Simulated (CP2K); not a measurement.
MoS2:

```xyz
3
Lattice="6.4149 0.0000 0.0000 5.6366 3.0627 0.0000 5.6366 1.4324 2.7070" Properties=species:S:1:pos:R:3 pbc="T T T"
Mo    0.0000    0.0000    0.0000
S     7.3759    1.8744    1.1288
S     4.4220    1.1238    0.6768
```

Measurements of this composition are mostly on another form, of space group No. 194.

Base run:

```yaml
Program: CP2K 2026.2
Functional: r2SCAN
Potentials_or_basis: POTENTIAL_UZH Mo GTH-SCAN-q14, S GTH-SCAN-q6; TZVP-MOLOPT-SCAN-GTH basis
Density_cutoff: 9184 eV
k_mesh: 10 × 10 × 10
Occupations: fermi-dirac, width 0.05 eV
Spin: no spin polarisation
```

Its results: band gap on the k mesh 1.08 eV, indirect (least direct gap 2.11 eV); pressure 5.6 GPa; largest force 0.573 eV/Å.

**Question.** The run is repeated on the same cell with these changes: dispersion from none to D4. What comes out?

**Answer.** Band gap on the k mesh 1.08 eV, indirect (least direct gap 2.11 eV); pressure 4.3 GPa; largest force 0.575 eV/Å.

Dispersion adds attraction, which lowers the pressure at fixed volume and, as a term added to the energy, leaves the levels alone.

Caveats: the basis of atomic orbitals isn't converged, which shifts pressures, moduli and gaps.

A k mesh can miss the band edges.

Not every run made on this cell is shown here.
